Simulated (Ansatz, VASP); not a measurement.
# TiO in VASP and in Ansatz

```
CELL_PARAMETERS angstrom
2.92800 0.00000 0.00000
-1.46400 2.53572 0.00000
0.00000 0.00000 2.90550
ATOMIC_POSITIONS crystal
Ti 0.66667 0.33333 0.00000
O 0.00000 0.00000 0.50000
```

Alike in both runs: task single point; functional PBEsol; k mesh 18 × 18 × 16; occupations gaussian, width 0.15 eV; no spin polarisation.

```csv
,VASP,Ansatz
version,VASP 6.6.1,Ansatz 0.2.0
potentials or method,"VASP PAW PBE potentials, release 64 (Ti_sv, O)","scalar-relativistic, plane waves, PAW"
plane-wave cutoff (eV),520,520
valence electrons in the cell,18,18
```

|  | VASP | Ansatz | Ansatz less VASP |
| --- | --- | --- | --- |
| gap on the k mesh at the Fermi level (eV) | none | none | - |
| pressure (GPa) | -25.5 | -26.0 | -0.49 |
| largest component of the traceless stress (GPa) | 0.14 | 0.09 | -0.045 |

A gap of «none» marks a metal or a gap that the smearing closes. The functional is the same, so the differences come from potentials, cutoffs and numerics. Ansatz warned: «pseudo_functional_mismatch».

Caveats: so large a pressure means that the cell lies far from this level's equilibrium, or that cutoff or potentials fall short (VASP); the potentials were made for another functional, which shifts forces and pressure (VASP); semilocal functionals often make such compounds metallic where correlation or magnetic order opens a gap, which also shifts bond lengths.
